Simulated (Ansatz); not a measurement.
Write the native input for Ansatz 0.2.0 that does the following.

* Task: band structure
* Functional: HSE06
* Potentials or basis: Ansatz PAW
* Cutoff: 420 eV (not typed: the program's choice for these potentials)
* k mesh: 8 × 8 × 4
* Occupations: fermi-dirac, width 0.05 eV
* Spin: no spin polarisation
* Path: [["G", "M", "K", "G", "A", "L", "H", "A"], ["L", "M"], ["K", "H"]]
* Points for each segment of the path: 4

Crystal: BN.

```
N B
1.0
     2.55394    0.00000    0.00000
    -1.27697    2.21178    0.00000
     0.00000    0.00000    4.22685
N B
2 2
Direct
  0.33333 0.66667 0.12528
  0.66667 0.33333 0.62528
  0.33333 0.66667 0.49972
  0.66667 0.33333 0.99972
```

Measurements of this composition are mostly on another form, of space group No. 194.

One way to write it, as run:

input

```
crystal:
  lattice:
    - [2.5539396017, 0.0, 0.0]
    - [-1.2769698009, 2.2117765748, 0.0]
    - [0.0, 0.0, 4.226855]
  atoms:
    - { symbol: "N", position: [0.3333333333, 0.6666666667, 0.125276] }
    - { symbol: "N", position: [0.6666666667, 0.3333333333, 0.625276] }
    - { symbol: B, position: [0.3333333333, 0.6666666667, 0.499724] }
    - { symbol: B, position: [0.6666666667, 0.3333333333, 0.999724] }
hamiltonian:
  xc: hse06
  pseudopotentials: { kind: paw }
kpoints:
  mp_grid: { grid: [8, 8, 4] }
  band_path:
    path:
      - [[0.0, 0.0, 0.0], [0.5, 0.0, 0.0], [0.3333333333, 0.3333333333, 0.0], [0.0, 0.0, 0.0], [0.0, 0.0, 0.5], [0.5, 0.0, 0.5], [0.3333333333, 0.3333333333, 0.5], [0.0, 0.0, 0.5]]
      - [[0.5, 0.0, 0.5], [0.5, 0.0, 0.0]]
      - [[0.3333333333, 0.3333333333, 0.0], [0.3333333333, 0.3333333333, 0.5]]
    npoints: 4
scf:
  occupations: { method: fermi_dirac, width: 0.05 }
  n_extra_bands: 10
output:
  forces: true
  stress: true
  eigenvalues: true
  fatbands: false
```

Results of the run:

```yaml
Pressure: -9.1 GPa
Largest_force: 0.036 eV/Å
Band_gap_along_the_path: 6.53 eV, indirect (least direct gap 9.88 eV)
```

Caveat: the pressure holds a Pulay correction of +0.8 GPa for the finite cutoff; the PAW data sets come from PBE, with cores solved anew for the run's functional, which leaves a small shift of forces and pressure; the thresholds are loose for stress.

Run time: 37 s on 1 × NVIDIA H100 80GB HBM3 with 2 threads of AMD EPYC 7R13 Processor (Zen 3) (shared host), peak memory 1.8 GiB.
